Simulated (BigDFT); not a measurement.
**MgS (Niningerite) in BigDFT: convergence with grid spacing**

Input of the first run (grid spacing 0.7024); the others differ in this setting and in those tied to it:

input.yaml

```yaml
dft:
  hgrids: [0.4967, 0.4967, 0.7024]
  rmult: [10.0, 8.0]
  ixc: PBE
  gnrm_cv: 3.e-05
  ncong: 2
  idsx: 6
  itermax: 80
  nrepmax: 2
kpt:
  method: mpgrid
  ngkpt: [3, 3, 3]
ig_occupation:
  Mg: {3p: 0.0, 3s: 2.0}
  S: {3p: 4.0, 3s: 2.0}
posinp:
  units: atomic
  cell: [6.952848004, 6.952848004, 9.832811944]
  positions:
  - {S: [3.553350312, 3.491796749, 9.818633029]}
  - {S: [0.0769263103, 0.0153727469, 4.902227057]}
  - {Mg: [3.418068749, 3.396626165, 4.884223179]}
  - {Mg: [6.894492751, 6.873050167, 9.800629151]}
```

Potentials or basis: GTH-PBE (Mg q2, S q6).

Launch:

```console
$ OMP_NUM_THREADS=1 bigdft  # reads input.yaml, psppar.Mg, psppar.S
```

The cell isn't the ideal one: atoms moved at random.

Hardware: 1 thread of Intel(R) Xeon(R) Platinum 8488C (Sapphire Rapids) (shared host).

| grid spacing | energy less the tightest run, at zero smearing (meV/atom) | pressure (GPa) | largest force (eV/Å) | SCF cycles | CPU time (s) | peak memory (GiB) |
| --- | --- | --- | --- | --- | --- | --- |
| 0.7024 | 5.50 | 2.44 | 0.256 | 13 | 42 | 0.59 |
| 0.66 | 2.62 | 2.46 | 0.257 | 13 | 52 | 0.67 |
| 0.58 | 1.37 | 2.49 | 0.257 | 13 | 51 | 0.77 |
| 0.51 | 0.99 | 2.50 | 0.256 | 13 | 50 | 0.85 |
| 0.46 bohr | 0.31 | 2.51 | 0.252 | 13 | 92 | 1.3 |
| 0.4 bohr | 0.07 | 2.52 | 0.253 | 13 | 150 | 1.9 |
| 0.36 bohr | 0.00 | 2.52 | 0.252 | 13 | 160 | 2.3 |

Against the tightest run, the energy stays within 1 meV/atom from 0.51 on; the pressure stays within 0.1 GPa from 0.7024 on; the largest force stays within 0.005 eV/Å from 0.7024 on. Values are those asked for, which the program may round to a finer grid. The tightest run that finished is the yardstick and may itself not be fully converged.

Caveat, for the tightest run too: the k mesh is coarse (spacing up to 0.57 Å⁻¹), so the values aren't converged; the log prints the pressure with the opposite sign.
